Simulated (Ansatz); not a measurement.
HgTe under strain — field gradients at the nuclei

The cell is an entry of the Crystallography Open Database (COD), relaxed with PBE at fixed cell and then changed (z stretched by 3 %, ions relaxed).

```
Hg Te
1.0
     0.00000    3.22350    3.32021
     3.22350    0.00000    3.32021
     3.22350    3.22350    0.00000
Hg Te
1 1
Direct
  0.00000 0.00000 0.00000
  0.25000 0.25000 0.25000
```

Atom numbers follow the list; atoms alike are taken as one site, whose name carries the number of the first.

The numbers come from a DFT calculation in Ansatz (PBE, plane waves and PAW, scalar-relativistic, 420 eV cutoff, Γ-centred 13×13×13 k-points, Fermi–Dirac smearing 0.05 eV).

Conventions: |V_zz| ≥ |V_yy| ≥ |V_xx|, η = (V_xx − V_yy)/V_zz, C_Q = eQV_zz/h. ν_Q = 3|C_Q|/[2I(2I − 1)].

201Hg: I = 3/2, Q = 387.0 mb. Quadrupole moments are those of Pyykkö's year-2017 table.

```
site  atoms (order as listed)     first shell  C_Q (MHz)     η  ν_Q (MHz)
  Hg                        1  4 Te at 2.82 Å      -15.1  0.00       7.54
```

An axis of threefold or higher order runs through Hg, so V_zz lies along it and η is zero.

Te has no stable isotope with a ground-state quadrupole moment in the table, so these sites are left out.

With no gap above 0.1 eV, as in a metal, the gradients converge slowly in k; expect changes of a tenth or more on a denser mesh. Spin–orbit coupling is left out, which shifts gradients on Hg by a few per cent in wide-gap crystals, and can shift them far more where the calculated gap is small or absent, as here. Semilocal functionals make gaps too small and can close them, so the real compound need not be a metal.
